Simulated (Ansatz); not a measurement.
# ZnO (zincite) (P6_3mc) in Ansatz: notebook

The runs below take ZnO (zincite) through single point, equation of state, with PBE+D3(BJ).

Everything below comes from runs of Ansatz 0.2.0. Logs are shortened: lines on timing, memory, paths and dates and some standing lists are left out, and cuts for length are marked.

### Step 1. Starting point

It takes space group P6_3mc (No. 186, hexagonal). Conventional cell: a = 3.249 Å, b = 3.249 Å, c = 5.206 Å, α = 90.00°, β = 90.00°, γ = 120.00°. Around Zn (site symmetry 3m) lie 4 O at 1.97 to 1.98 Å. O (site symmetry 3m) has 4 Zn at 1.97 to 1.98 Å as nearest neighbours.

### Step 2. Single point, PBE+D3(BJ), 11.19 Å³/atom (volume scaled by 0.94)

File input.yaml:

```yaml
crystal:
  lattice:
    - [3.1829769797, 0.0, 0.0]
    - [-1.5914884899, 2.7565389241, 0.0]
    - [0.0, 0.0, 5.0994402224]
  atoms:
    - { symbol: Zn, position: [0.6666666667, 0.3333333333, 0.0] }
    - { symbol: Zn, position: [0.3333333333, 0.6666666667, 0.5] }
    - { symbol: O, position: [0.3333333333, 0.6666666667, 0.87901] }
    - { symbol: O, position: [0.6666666667, 0.3333333333, 0.37901] }
hamiltonian:
  xc: pbe
  pseudopotentials: { kind: paw }
  dispersion: d3bj
kpoints:
  mp_grid: { grid: [9, 9, 5] }
scf:
  occupations: { method: fermi_dirac, width: 0.05 }
output:
  forces: true
  stress: true
  eigenvalues: true
```

Potentials or basis: Ansatz PAW.

Run with:

```bash
$ ansatz run input.yaml --threads 2 --pin off --max-ram 5120MiB --backend cpu --events-out ev --progress --plain --runs-dir out
```

Output:

```text
Warning: RAYON_NUM_THREADS=2 ignored (pool sized by the plan → 2); use --threads N
Engine: ansatz 0.2.0, x86_64-unknown-linux-gnu
Pseudopotentials: kind: paw
Pseudopotential: Zn, paw, valence charge 12, recommended cutoff 420 eV (normal), Zn.paw.azcp
Pseudopotential: O, paw, valence charge 6, recommended cutoff 420 eV (normal), O.paw.azcp
Functional definition: PBE
  parameter kappa = 0.804
  parameter beta = 0.06672455060314922
  exchange = pbe_x(kappa = kappa, mu = beta*pi^2/3)
  correlation = pbe_c(beta = beta)
Crystal: 4 atoms, lattice volume = 44.742 Å³
Basis set: ecut = 420 eV, 857 PW (Γ), exchange–correlation on 48×48×72 points (8 copies of the dense FFT grid, shifted against one another)
Bands: 22, of which v1, the nominal top of the filled ones, is band 18 counted from 1 (17 counted from 0)
Symmetry: 12 space group operations
Space group: P63mc (ITA 186), of the structure as read, at distance tolerance 3.6e-5 Å
k-points: 36 of 405 (time reversal used)
Non-local potential: Zn, projectors of the file, l = 0: 2, l = 1: 2, l = 2: 3, l = 3: 1
Non-local potential: O, projectors of the file, l = 0: 2, l = 1: 2, l = 2: 1
PAW form: soft (Blöchl's): semilocal exchange-correlation on the pseudo side does not see the compensation charge
PAW one-centre angular grid: Zn, 590 points (default); XC on 64 Gauss nodes
PAW one-centre angular grid: O, 110 points (default); XC on 64 Gauss nodes
Initial density: superposition of atomic densities (neutral atoms: chi_scale 0, normalization atom), corrected by the library's trained network
Initial wavefunctions: pseudopotential atomic-orbital guess
Functional: x = pbe(κ = 0.804, μ = 0.2195149727645171), c = pbe(β = 0.06672455060314922)
SCF iter   1: F=—  HF=-7774.443656 eV  |F-HF|=—  |Δ(HF+E_count)|=         —  Δρ=8.87e-4  dr2=1.35e-4  ethr=1.77e-3  ⟨swp⟩=6.1  Hψ=3711  notcnv=0
preconditioner: auto → Resta (q_TF=auto, 2.631 Å⁻¹)  ε∞=7.4  [insulator: Δε(μ)=0.897 eV  Ē_g=13.128 eV  σ=0.050 eV  W_gap=1.00  n_scr=22 (ndim 8)  ℏωp=33.3 eV  f_vac=0.028  D(μ)=0.00/eV (n_scr^D=0)  ε∞_Penn≈7.4]
SCF iter   2: F=—  HF=-7774.444573 eV  |F-HF|=—  |Δ(HF+E_count)|=   9.17e-4  Δρ=4.24e-4  dr2=2.62e-5  ethr=3.76e-7  ⟨swp⟩=2.4  Hψ=1837  notcnv=0
SCF iter   3: F=—  HF=-7774.444758 eV  |F-HF|=—  |Δ(HF+E_count)|=   1.85e-4  Δρ=2.40e-4  dr2=1.16e-5  ethr=7.28e-8  ⟨swp⟩=2.0  Hψ=1363  notcnv=0
SCF iter   4: F=—  HF=-7774.444801 eV  |F-HF|=—  |Δ(HF+E_count)|=   4.27e-5  Δρ=8.05e-5  dr2=2.03e-6  ethr=3.23e-8  ⟨swp⟩=2.0  Hψ=1423  notcnv=0
SCF iter   5: F=—  HF=-7774.444801 eV  |F-HF|=—  |Δ(HF+E_count)|=   1.58e-7  Δρ=2.59e-5  dr2=2.51e-7  ethr=5.64e-9  ⟨swp⟩=2.2  Hψ=1352  notcnv=0
SCF iter   6: F=-7774.444801 eV  HF=-7774.444801 eV  |F-HF|=2.13e-8  |Δ(HF+E_count)|=   3.84e-7  Δρ=1.23e-5  dr2=3.67e-8  ethr=2.78e-10  ⟨swp⟩=5.0  Hψ=3522  notcnv=0
SCF 1 converged in 6 iterations: F = -7774.444801 eV  dr2 = 3.67e-8
SCF converged after 6 iterations
Free energy (F): -7774.444801 eV
Harris-Foulkes:  -7774.444801 eV  (|F-HF|=2.13e-8)
Internal energy: -7774.444800 eV  (E = F + TS)
E sigma→0 (E₀):  -7774.444801 eV
Entropy (-TS):   -0.000001 eV (-0.000 meV/atom)
Fermi energy:    8.672930 eV
--- Per-component energies (eV) ---
  E_band       = 92.487129
  E_kinetic    = 615.591446
  E_local      = -3909.207007  (includes V_loc(G=0)·N_el)
  E_nonlocal   = 1335.798443
  E_hartree    = 1610.299788
  E_xc         = -421.426226
  E_vxc        = -291.867998  (∫ρ·V_xc dr)
  E_paw        = -3980.216816  (= ΣΔE_a)
  E_vpaw       = -878.437090  (= ΣTr[D̂ρ^β])
  E_aug_tail   = 0.004273  (compensation charges beyond the density's cutoff)
  E_ewald      = -3024.333153
  E_disp       = -0.955547  (pairwise vdW)
  E_smearing   = -0.000001  (= −TS)
  E_closure    = 0.000000  (closes the sum)
  Σ components = -7774.444801   (vs F -7774.444801, Δ=0.00e0)
--- Forces (eV/Å), atoms counted from 1 ---
  atom   1  Zn    -0.00000000     0.00000000    -0.09161705
  atom   2  Zn     0.00000000    -0.00000000    -0.09161705
  atom   3  O      0.00000000     0.00000000     0.09161562
  atom   4  O     -0.00000000    -0.00000000     0.09161562
  max |Σ_I F_I| component: 2.88e-6 eV/Å
--- Stress (GPa, compression-positive) ---
       11.328510      -0.000000       0.000000
       -0.000000      11.328510      -0.000000
        0.000000       0.000000      13.436461
  P = ⅓ Tr σ = 12.0312 GPa (120.312 kbar)
--- Band table (eV; the first three rows and the last of 36) ---
  k-point 0: bands = ["-10.4082", "-9.5738", "2.0767", "2.1689", "2.1689", "2.2165", "2.3870", "2.3870", "3.5329", "3.5329", "3.7787", "3.7787", "4.0698", "7.3056", "7.3056", "8.0973", "8.1898", "8.1898", "9.0824", "13.6475", "16.6596", "21.3810"]
  k-point 1: bands = ["-10.3330", "-9.6582", "1.9536", "2.1270", "2.1796", "2.1796", "2.3549", "2.3549", "3.5651", "3.5651", "3.7654", "3.7654", "4.4980", "7.3908", "7.3908", "7.3981", "8.1068", "8.1068", "9.9170", "13.2942", "16.9713", "21.3741"]
  k-point 2: bands = ["-10.1318", "-9.8741", "1.8562", "1.9477", "2.2176", "2.2176", "2.2838", "2.2838", "3.6414", "3.6414", "3.7188", "3.7188", "5.4137", "6.4230", "7.6145", "7.6145", "7.8883", "7.8883", "11.1777", "12.3858", "17.8847", "19.4042"]
  k-point 35: bands = ["-9.4287", "-9.4287", "2.0969", "2.0969", "2.2582", "2.4580", "2.9971", "2.9971", "3.5140", "3.5595", "4.0904", "4.0904", "4.3889", "4.3889", "5.0138", "5.6309", "6.7749", "6.7749", "16.2012", "16.3687", "16.4657", "16.4657"]
```

Run time: 0.86 s. Hardware: 2 threads of Intel Xeon 6975P-C (Granite Rapids), shared host; peak memory 0.46 GiB.

What came out:

```yaml
Free_energy: -7774.4448 eV
Pressure: 12.0 GPa
Largest_force: 0.092 eV/Å
Band_gap_on_the_k_mesh: 0.89 eV, direct
```

Caveat: odd divisions of the mesh miss points on the zone boundary, where band edges often lie, so the gap on the mesh can be too wide; the pressure holds a Pulay correction of +0.8 GPa for the finite cutoff.

### Step 3. Single point, PBE+D3(BJ), 11.42 Å³/atom (volume scaled by 0.96)

Edit input.yaml of step 2 so:

```diff
@@ -2,5 +2,5 @@
   lattice:
-    - [3.1829769797, 0.0, 0.0]
-    - [-1.5914884899, 2.7565389241, 0.0]
-    - [0.0, 0.0, 5.0994402224]
+    - [3.2053930491, 0.0, 0.0]
+    - [-1.6026965246, 2.7759518096, 0.0]
+    - [0.0, 0.0, 5.1353529565]
   atoms:
```

Potentials or basis: Ansatz PAW.

Run with:

```bash
$ ansatz run input.yaml --threads 2 --pin off --max-ram 5120MiB --backend cpu --events-out ev --progress --plain --runs-dir out
```

Wall time 0.91 s (2 threads of Intel Xeon 6975P-C (Granite Rapids), shared host); peak memory 0.45 GiB.

It converged, with:

- Free energy: -7774.5049 eV
- Pressure: 8.3 GPa
- Largest force: 0.083 eV/Å
- Band gap on the k mesh: 0.86 eV, direct

Caveat: odd divisions of the mesh miss points on the zone boundary, where band edges often lie, so the gap on the mesh can be too wide; the pressure holds a Pulay correction of +0.8 GPa for the finite cutoff.

### Step 4. Single point, PBE+D3(BJ), 11.66 Å³/atom (volume scaled by 0.98)

Edit input.yaml of step 3 so:

```diff
@@ -2,5 +2,5 @@
   lattice:
-    - [3.2053930491, 0.0, 0.0]
-    - [-1.6026965246, 2.7759518096, 0.0]
-    - [0.0, 0.0, 5.1353529565]
+    - [3.2274999067, 0.0, 0.0]
+    - [-1.6137499533, 2.7950969099, 0.0]
+    - [0.0, 0.0, 5.170770303]
   atoms:
```

Run with:

```bash
$ ansatz run input.yaml --threads 2 --pin off --max-ram 5120MiB --backend cpu --events-out ev --progress --plain --runs-dir out
```

Run time: 0.88 s. Hardware: 2 threads of Intel Xeon 6975P-C (Granite Rapids), shared host; peak memory 0.47 GiB.

Results (log left out):

* Free energy: -7774.5437 eV
* Pressure: 4.9 GPa
* Largest force: 0.076 eV/Å
* Band gap on the k mesh: 0.83 eV, direct

Caveat: odd divisions of the mesh miss points on the zone boundary, where band edges often lie, so the gap on the mesh can be too wide; the pressure holds a Pulay correction of +0.7 GPa for the finite cutoff.

### Step 5. Single point, PBE+D3(BJ), 11.90 Å³/atom

Edit input.yaml of step 4 so:

```diff
@@ -2,5 +2,5 @@
   lattice:
-    - [3.2274999067, 0.0, 0.0]
-    - [-1.6137499533, 2.7950969099, 0.0]
-    - [0.0, 0.0, 5.170770303]
+    - [3.249308, 0.0, 0.0]
+    - [-1.624654, 2.8139832727, 0.0]
+    - [0.0, 0.0, 5.205709]
   atoms:
```

Run with:

```bash
$ ansatz run input.yaml --threads 2 --pin off --max-ram 5120MiB --backend cpu --events-out ev --progress --plain --runs-dir out
```

It took 0.91 s on 2 threads of Intel Xeon 6975P-C (Granite Rapids), shared host; peak memory 0.47 GiB.

It converged, with:

- Free energy: -7774.5634 eV
- Pressure: 1.8 GPa
- Largest force: 0.068 eV/Å
- Band gap on the k mesh: 0.80 eV, direct

Caveat: odd divisions of the mesh miss points on the zone boundary, where band edges often lie, so the gap on the mesh can be too wide; the pressure holds a Pulay correction of +0.7 GPa for the finite cutoff.

### Step 6. Single point, PBE+D3(BJ), 12.14 Å³/atom (volume scaled by 1.02)

Edit input.yaml of step 5 so:

```diff
@@ -2,5 +2,5 @@
   lattice:
-    - [3.249308, 0.0, 0.0]
-    - [-1.624654, 2.8139832727, 0.0]
-    - [0.0, 0.0, 5.205709]
+    - [3.2708272232, 0.0, 0.0]
+    - [-1.6354136116, 2.8326194666, 0.0]
+    - [0.0, 0.0, 5.2401848988]
   atoms:
@@ -22 +22,5 @@
   eigenvalues: true
+  write_density: true
+  write_potential: true
+  elf: true
+  volumetric_format: npy
```

Potentials or basis: Ansatz PAW.

Run with:

```bash
$ ansatz run input.yaml --threads 2 --pin off --max-ram 5120MiB --backend cpu --events-out ev --progress --plain --runs-dir out
```

Run time: 1.2 s. Hardware: 2 threads of Intel Xeon 6975P-C (Granite Rapids), shared host; peak memory 0.46 GiB.

The run converged. Its results:

| Property | Result |
| --- | --- |
| Free energy | -7774.5660 eV |
| Pressure | -0.9 GPa |
| Largest force | 0.061 eV/Å |
| Band gap on the k mesh | 0.78 eV, direct |

Caveat: odd divisions of the mesh miss points on the zone boundary, where band edges often lie, so the gap on the mesh can be too wide; the pressure holds a Pulay correction of +0.7 GPa for the finite cutoff.

### Step 7. Single point, PBE+D3(BJ), 12.38 Å³/atom (volume scaled by 1.04)

Edit input.yaml of step 6 so:

```diff
@@ -2,5 +2,5 @@
   lattice:
-    - [3.2708272232, 0.0, 0.0]
-    - [-1.6354136116, 2.8326194666, 0.0]
-    - [0.0, 0.0, 5.2401848988]
+    - [3.2920669561, 0.0, 0.0]
+    - [-1.6460334781, 2.8510136149, 0.0]
+    - [0.0, 0.0, 5.2742130269]
   atoms:
@@ -22,5 +22 @@
   eigenvalues: true
-  write_density: true
-  write_potential: true
-  elf: true
-  volumetric_format: npy
```

Run with:

```bash
$ ansatz run input.yaml --threads 2 --pin off --max-ram 5120MiB --backend cpu --events-out ev --progress --plain --runs-dir out
```

It took 0.95 s on 2 threads of Intel Xeon 6975P-C (Granite Rapids), shared host; peak memory 0.47 GiB.

The run converged. Its results:

```
Free energy            : -7774.5532 eV
Pressure               : -3.4 GPa
Largest force          : 0.055 eV/Å
Band gap on the k mesh : 0.75 eV, direct
```

Caveat: odd divisions of the mesh miss points on the zone boundary, where band edges often lie, so the gap on the mesh can be too wide; the pressure holds a Pulay correction of +0.7 GPa for the finite cutoff.

### Step 8. Single point, PBE+D3(BJ), 12.61 Å³/atom (volume scaled by 1.06)

Edit input.yaml of step 7 so:

```diff
@@ -2,5 +2,5 @@
   lattice:
-    - [3.2920669561, 0.0, 0.0]
-    - [-1.6460334781, 2.8510136149, 0.0]
-    - [0.0, 0.0, 5.2742130269]
+    - [3.3130361008, 0.0, 0.0]
+    - [-1.6565180504, 2.8691734269, 0.0]
+    - [0.0, 0.0, 5.3078076462]
   atoms:
```

Run with:

```bash
$ ansatz run input.yaml --threads 2 --pin off --max-ram 5120MiB --backend cpu --events-out ev --progress --plain --runs-dir out
```

Wall time 0.92 s (2 threads of Intel Xeon 6975P-C (Granite Rapids), shared host); peak memory 0.47 GiB.

The run converged. Its results:

| Item | Value |
| --- | --- |
| Free energy | -7774.5266 eV |
| Pressure | -5.6 GPa |
| Largest force | 0.048 eV/Å |
| Band gap on the k mesh | 0.72 eV, direct |

Caveat: odd divisions of the mesh miss points on the zone boundary, where band edges often lie, so the gap on the mesh can be too wide; the pressure holds a Pulay correction of +0.7 GPa for the finite cutoff.

### Step 9. Equation of state, PBE+D3(BJ)

Potentials or basis: Ansatz PAW.

No new run: the results of the series are fitted here.

Results:

```yaml
Equilibrium_volume: 12.06 Å³/atom
Bulk_modulus_at_fixed_shape_and_positions: 136 GPa
Pressure_derivative_of_the_bulk_modulus: 4.5
```

Energy against volume, from the lowest point:
```csv
volume (Å³/atom),energy (meV/atom)
11.186,30.29
11.424,15.28
11.662,5.58
11.900,0.64
12.138,0.00
12.376,3.20
12.614,9.84
```

Caveat: the cell was scaled at fixed shape and fractional positions, which overstates the stiffness of a crystal with free parameters, most of all of layers and chains.
